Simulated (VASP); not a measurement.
Here is a VASP 6.6.1 calculation.

INCAR

```
  ALGO = Normal
  EDIFF = 1E-6
  EDIFFG = -0.02
  ENCUT = 600
  GGA = PS
  IBRION = 2
  ISIF = 3
  ISMEAR = -1
  LASPH = True
  LCHARG = False
  LREAL = False
  LWAVE = False
  NELM = 60
  NSW = 40
  PREC = Accurate
  SIGMA = 0.05
```

KPOINTS

```
k-points
0
Gamma
  12 12 11
```

The input POSCAR:

```
Si
1.0
    2.6205428149      0.0000000000      0.0000000000
   -1.3102714075      2.2694566494      0.0000000000
    0.0000000000      0.0000000000      2.4663543900
Si
1
Direct
    0.0000000000      0.0000000000      0.0000000000
```

Potentials or basis: VASP PAW PBE potentials, release 64 (Si).

Run with:

```sh
$ cat potpaw_PBE.64/Si/POTCAR > POTCAR
$ mpirun -np 1 vasp_std > vasp.out
```

(1) What does it give for the space group after relaxing (to 0.05 Å)?

(2) What does it give for the relaxed volume?

(3) Predict the band gap on the k mesh.

(4) Predict the relaxed cell.

Results:

(1) P6/mmm (No. 191).

(2) 14.75 Å³/atom.

(3) none (metal or under the smearing width).

(4) a = 2.615 Å, b = 2.615 Å, c = 2.491 Å, α = 90.00°, β = 90.00°, γ = 120.00°.

Caveat: the PAW data sets were made with another functional, which shifts forces and pressure a little.
